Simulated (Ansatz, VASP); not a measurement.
**B in VASP and in Ansatz**

The input INCAR:

```
PREC = Accurate
ENCUT = 600
EDIFF = 1E-7
ISMEAR = -1
SIGMA = 0.05
LREAL = False
LASPH = True
NELM = 60
ALGO = Normal
ISIF = 3
LWAVE = False
LCHARG = False
GGA = PE
IBRION = 2
NSW = 60
EDIFFG = -0.005
```

KPOINTS

```
Automatic mesh
0
Gamma
  24 24 24
```

Contents of POSCAR:

```
B
1.0
    0.0000000000      1.4812480342      1.4812480342
    1.4812480342      0.0000000000      1.4812480342
    1.4812480342      1.4812480342      0.0000000000
B
1
Direct
    0.0000000000      0.0000000000      0.0000000000
```

Input for Ansatz:

```yaml
crystal:
  lattice:
    - [0.0, 1.4812480342, 1.4812480342]
    - [1.4812480342, 0.0, 1.4812480342]
    - [1.4812480342, 1.4812480342, 0.0]
  atoms:
    - { symbol: B, position: [0.0, 0.0, 0.0] }
kpoints:
  mp_grid: { grid: [24, 24, 24] }
scf:
  occupations: { method: fermi_dirac, width: 0.05 }
hamiltonian:
  xc: pbe
  pseudopotentials: { kind: paw }
output:
  forces: true
  stress: true
  write_density: true
  write_potential: true
  elf: true
  volumetric_format: npy
relax:
  f_tol: 0.005
  max_steps: 40
  cell: {}
```

Alike in both runs: task relaxation of cell and atoms; functional PBE; k mesh 24 × 24 × 24; occupations fermi-dirac, width 0.05 eV; no spin polarisation.

```csv
,VASP,Ansatz
version,VASP 6.6.1,Ansatz 0.2.0
potentials or method,"VASP PAW PBE potentials, release 64 (B)","PAW with Ansatz's default frozen-core files, scalar-relativistic"
plane-wave cutoff (eV),600,420
valence electrons in the cell,3,3
```

VASP gave:

- relaxed volume (Å³/atom): 5.88
- relaxed cell length with the largest relative difference (Å): 2.027
- energy change over the relaxation (meV/atom): -46

**Question.** Estimate Ansatz's values.

**Answer.** Relaxed volume (Å³/atom): 5.89; relaxed cell length with the largest relative difference (Å): 2.027; energy change over the relaxation (meV/atom): -46.
